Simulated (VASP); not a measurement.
All values below come from PBE GGA, VASP's PBE PAW potentials (set 64) (plane waves; VASP).

The input files of a VASP run:

File KPOINTS:
```
Automatic
0
gamma
7 7 7
```

### INCAR
```
GGA = PE   ! PBE
PREC = Accurate
NELM = 100
SIGMA = 0.05   ! width (eV)
LWAVE = .False.
LMAXMIX = 4   ! l cut-off of mixed one-centre charges
EDIFF = 1E-6   ! SCF stop (eV)
LCHARG = .False.
ALGO = Normal
LREAL = .False.   ! projection in real space or not
SYSTEM = ZnTe
ISIF = 3   ! ions, shape and volume
LASPH = .True.   ! aspherical one-centre terms
IBRION = 2
ENCUT = 520   ! plane-wave cut-off (eV)
NSW = 60
EDIFFG = -0.01   ! ionic stop
ISMEAR = 0
```

### POSCAR
```
ZnTe
1
    0.0000000000     3.0913150484     3.0913150484
    3.0913150484     0.0000000000     3.0913150484
    3.0913150484     3.0913150484     0.0000000000
Zn Te
1 1
Direct
  0.0000000000   0.0000000000   0.0000000000
  0.2500000000   0.2500000000   0.2500000000
```

POTCAR, in this order: Zn Te (PBE.64 set). Program: vasp_std.

What VASP printed:

File OUTCAR:
```
 ion  position               nearest neighbor table
   1  0.000  0.000  0.000-   2 2.68   2 2.68   2 2.68   2 2.68
   2  0.250  0.250  0.250-   1 2.68   1 2.68   1 2.68   1 2.68
  LATTYP: Found a face centered cubic cell.
 ALAT       =     6.1826300968
 Subroutine PRICEL returns:
 Original cell was already a primitive cell.
 Subroutine GETGRP returns: Found 24 space group operations
The static configuration has the point symmetry T_d .
The dynamic configuration has the point symmetry T_d .
 Subroutine INISYM returns: Found 24 space group operations
 Subroutine IBZKPT returns following result:
 Found     20 irreducible k-points:

 Following reciprocal coordinates:
            Coordinates               Weight
  0.000000  0.000000  0.000000      1.000000
  0.142857  0.000000  0.000000      8.000000
  0.285714  0.000000  0.000000      8.000000
  0.428571  0.000000  0.000000      8.000000
  0.142857  0.142857  0.000000      6.000000
  0.285714  0.142857  0.000000     24.000000
  0.428571  0.142857  0.000000     24.000000
 -0.428571  0.142857  0.000000     24.000000
 -0.285714  0.142857  0.000000     24.000000
 -0.142857  0.142857  0.000000     12.000000
  0.285714  0.285714  0.000000      6.000000
  0.428571  0.285714  0.000000     24.000000
 -0.428571  0.285714  0.000000     24.000000
 -0.285714  0.285714  0.000000     12.000000
  0.428571  0.428571  0.000000      6.000000
 -0.428571  0.428571  0.000000     12.000000
  0.428571  0.285714  0.142857     24.000000
 -0.428571  0.285714  0.142857     48.000000
 -0.428571  0.428571  0.142857     24.000000
 -0.285714  0.428571  0.142857     24.000000
   k-points           NKPTS =     20   k-points in BZ     NKDIM =     20   number of bands    NBANDS=     13
   number of dos      NEDOS =    301   number of ions     NIONS =      2
   total plane-waves  NPLWV =  46656
   dimension x,y,z NGX =    36 NGY =   36 NGZ =   36
...
```

File OSZICAR:
```
       N       E                     dE             d eps       ncg     rms          rms(c)
DAV:   1     0.788531572159E+02    0.78853E+02   -0.85396E+03   520   0.144E+03
DAV:   2    -0.713196825525E+00   -0.79566E+02   -0.76556E+02   545   0.258E+02
DAV:   3    -0.529587294112E+01   -0.45827E+01   -0.45680E+01   665   0.611E+01
DAV:   4    -0.535997973203E+01   -0.64107E-01   -0.64097E-01   619   0.749E+00
DAV:   5    -0.536099752036E+01   -0.10178E-02   -0.10178E-02   620   0.773E-01    0.451E+00
DAV:   6    -0.519525211814E+01    0.16575E+00   -0.58349E-01   646   0.215E+01    0.356E+00
DAV:   7    -0.518537345029E+01    0.98787E-02   -0.11014E-01   580   0.383E+00    0.142E+00
DAV:   8    -0.518543202149E+01   -0.58571E-04   -0.45148E-03   675   0.688E-01    0.375E-01
DAV:   9    -0.518567902580E+01   -0.24700E-03   -0.10351E-03   570   0.324E-01    0.124E-01
DAV:  10    -0.518569856371E+01   -0.19538E-04   -0.75697E-05   633   0.882E-02    0.932E-02
DAV:  11    -0.518575445585E+01   -0.55892E-04   -0.95675E-05   545   0.648E-02    0.505E-02
DAV:  12    -0.518575517754E+01   -0.72169E-06   -0.35639E-06   630   0.261E-02
   1 F= -.51857552E+01 E0= -.51857552E+01  d E =-.518576E+01
       N       E                     dE             d eps       ncg     rms          rms(c)
DAV:   1    -0.518620321300E+01   -0.44876E-03   -0.60911E-03   635   0.150E+00    0.154E-01
DAV:   2    -0.518581018584E+01    0.39303E-03   -0.15792E-03   610   0.973E-01    0.515E-02
DAV:   3    -0.518576000854E+01    0.50177E-04   -0.44290E-05   560   0.692E-02    0.264E-02
DAV:   4    -0.518574572794E+01    0.14281E-04   -0.12322E-05   610   0.301E-02    0.956E-03
DAV:   5    -0.518574494427E+01    0.78367E-06   -0.84588E-07   285   0.114E-02
   2 F= -.51857449E+01 E0= -.51857449E+01  d E =0.102333E-04
       N       E                     dE             d eps       ncg     rms          rms(c)
DAV:   1    -0.518592674814E+01   -0.18102E-03   -0.22940E-03   630   0.923E-01    0.938E-02
DAV:   2    -0.518577929708E+01    0.14745E-03   -0.60572E-04   615   0.609E-01    0.330E-02
DAV:   3    -0.518576145305E+01    0.17844E-04   -0.16285E-05   545   0.442E-02    0.164E-02
DAV:   4    -0.518575683346E+01    0.46196E-05   -0.45778E-06   575   0.189E-02    0.596E-03
DAV:   5    -0.518575660186E+01    0.23160E-06   -0.30460E-07   260   0.687E-03
   3 F= -.51857566E+01 E0= -.51857566E+01  d E =-.142432E-05
```

OUTCAR:
```
------------------------ aborting loop because EDIFF is reached ----------------------------------------
  FORCE on cell =-STRESS in cart. coord.  units (eV):
  Direction    XX          YY          ZZ          XY          YZ          ZX
  --------------------------------------------------------------------------------------
  Total        0.0071345      0.0071345      0.0071345     -0.0000000     -0.0000000      0.0000000
  in kB        0.1933552      0.1933552      0.1933552     -0.0000000     -0.0000000      0.0000000
  external PRESSURE =       0.1933552 kB  Pullay stress =       0.0000000 kB
  volume of cell :       59.12
      direct lattice vectors                 reciprocal lattice vectors
     0.000000000  3.091925824  3.091925824    -0.161711512  0.161711512  0.161711512
     3.091925824 -0.000000000  3.091925824     0.161711512 -0.161711512  0.161711512
     3.091925824  3.091925824  0.000000000     0.161711512  0.161711512 -0.161711512
 POSITION                                       TOTAL-FORCE (eV/Angst)
 -----------------------------------------------------------------------------------
      0.00000      0.00000      0.00000        -0.000000     -0.000000     -0.000000
      1.54596      1.54596      1.54596         0.000000      0.000000      0.000000
 -----------------------------------------------------------------------------------
    total drift:                                0.000000      0.000000      0.000000
  FREE ENERGIE OF THE ION-ELECTRON SYSTEM (eV)
  ---------------------------------------------------
  free  energy   TOTEN  =        -5.1857566019 eV

  energy  without entropy=       -5.1857566019  energy(sigma->0) =       -5.18575660

 reached required accuracy - stopping structural energy minimisation
```
(Selected blocks of OUTCAR.)

File CONTCAR:
```
ZnTe
   1.00000000000000
     0.0000000000000000    3.0919258244193455    3.0919258244193455
     3.0919258244193455   -0.0000000000000000    3.0919258244193455
     3.0919258244193455    3.0919258244193455    0.0000000000000000
  Zn              Te
     1     1
Direct
     0.0000000000000000    0.0000000000000000    0.0000000000000000
     0.2500000000000000    0.2500000000000000    0.2500000000000000
```

The compound is ZnTe in the zinc blende structure. This run relaxes it. Symmetry was kept, so distortions that lower it aren't found. The start is the result of an earlier pass.
